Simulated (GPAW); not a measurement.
Cd:

```
Cd
1.0
     1.54095    0.88967    2.34711
    -1.54095    0.88967    2.34711
     0.00000   -1.77933    2.34711
Cd
1
Cartesian
  0.0000 0.0000 0.0000
```

This isn't the form of Cd at room conditions, which is hcp.

The cell isn't the ideal one: volume scaled by 0.88.

```yaml
Program: GPAW 26.7.0
Task: relaxation of cell and atoms
Functional: BLYP
Potentials_or_basis: PAW data sets generated in the run's folder for this functional
Cutoff: 600 eV
Basis: pw
k_mesh: 10 × 10 × 10
Occupations: fermi-dirac, width 0.05 eV
Spin: no spin polarisation
```

At the start: pressure 17.2 GPa; volume 19.31 Å³/atom.

Task: How do energy, volume and symmetry change on relaxing?

Result: Over 16 steps the energy falls by 260.4 meV/atom and the volume is 26.66 Å³/atom (+38.1 %); space group R-3m (No. 166, to 0.05 Å).

Step by step:
```csv
step,energy change (eV),largest force (eV/Å),pressure (GPa),volume (Å³)
1,0.0000,0.0000,17.23,19.31
2,-0.1450,0.0000,9.17,21.10
3,-0.2369,0.0000,2.36,23.89
4,-0.2490,0.0000,0.81,25.13
5,-0.2512,0.0000,0.17,25.87
6,-0.2514,0.0000,-0.01,26.09
7,-0.2516,0.0000,-0.07,26.18
8,-0.2513,0.0000,-0.72,27.26
9,-0.2528,0.0000,-0.27,26.54
10,-0.2530,0.0000,-0.22,26.49
11,-0.2535,0.0000,-0.07,26.28
12,-0.1617,0.0000,7.54,23.12
13,-0.2433,0.0000,-1.42,28.81
14,-0.2598,0.0000,-0.49,27.17
15,-0.2596,0.0000,0.45,26.24
16,-0.2604,0.0000,0.01,26.66
```

Final structure:
```yaml
crystal:
  lattice:
    - [1.79768, 1.03789, 2.38163]
    - [-1.79768, 1.03789, 2.38163]
    - [0.00000, -2.07578, 2.38163]
  atoms:
    - { symbol: Cd, position: [0.00000, 0.00000, 0.00000] }
```

Caveat: later steps reuse the first step's grids.
